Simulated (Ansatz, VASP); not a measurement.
# TiC in VASP and in Ansatz

File INCAR:

```
PREC = Accurate
ENCUT = 600
EDIFF = 1E-6
ISMEAR = 0
SIGMA = 0.1
LREAL = F
LASPH = T
NELM = 100
ALGO = Normal
ISIF = 3
LWAVE = F
LCHARG = F
GGA = PE
IBRION = 2
NSW = 100
EDIFFG = -0.005
```

KPOINTS

```
Automatic mesh
0
Gamma
  16 16 16
```

POSCAR

```
TiC
1.0
    0.0000000000      2.1657188437      2.1657188437
    2.1657188437      0.0000000000      2.1657188437
    2.1657188437      2.1657188437      0.0000000000
Ti C
1 1
Direct
    0.0000000000      0.0000000000      0.0000000000
    0.5000000000      0.5000000000      0.5000000000
```

Input for Ansatz:

```yaml
crystal:
  lattice:
    - [0.0, 2.1657188437, 2.1657188437]
    - [2.1657188437, 0.0, 2.1657188437]
    - [2.1657188437, 2.1657188437, 0.0]
  atoms:
    - { symbol: Ti, position: [0.0, 0.0, 0.0] }
    - { symbol: C, position: [0.5, 0.5, 0.5] }
basis:
  ecutwfc: 420
kpoints:
  mp_grid: { grid: [16, 16, 16] }
hamiltonian:
  xc: pbe
scf:
  occupations: { method: gaussian, width: 0.1 }
output:
  forces: true
  stress: true
  eigenvalues: true
  write_density: true
  write_potential: true
  elf: true
  volumetric_format: npy
relax:
  adjacent_minimum: "off"
  f_tol: 0.005
  max_steps: 80
  cell: { stress_tol: 0.05 }
```

The cell is a database's computed one.

Alike in both runs: task relaxation of cell and atoms; functional PBE; k mesh 16 × 16 × 16; occupations gaussian, width 0.1 eV; no spin polarisation.

|  | VASP | Ansatz |
| --- | --- | --- |
| version | VASP 6.6.1 | Ansatz 0.2.0 |
| potentials or method | VASP PAW PBE potentials, release 64 (Ti_sv, C) | scalar-relativistic, plane waves, PAW |
| plane-wave cutoff (eV) | 600 | 420 |
| valence electrons in the cell | 16 | 16 |

```tsv
	VASP	Ansatz	Ansatz less VASP
gap on the k mesh at the Fermi level, each at its own relaxed structure (eV)	none	none	-
relaxed volume (Å³/atom)	10.17	10.17	-0.006
relaxed cell length with the largest relative difference (Å)	3.064	3.064	-0.0006
```

A gap of «none» marks a metal or a gap that the smearing closes.
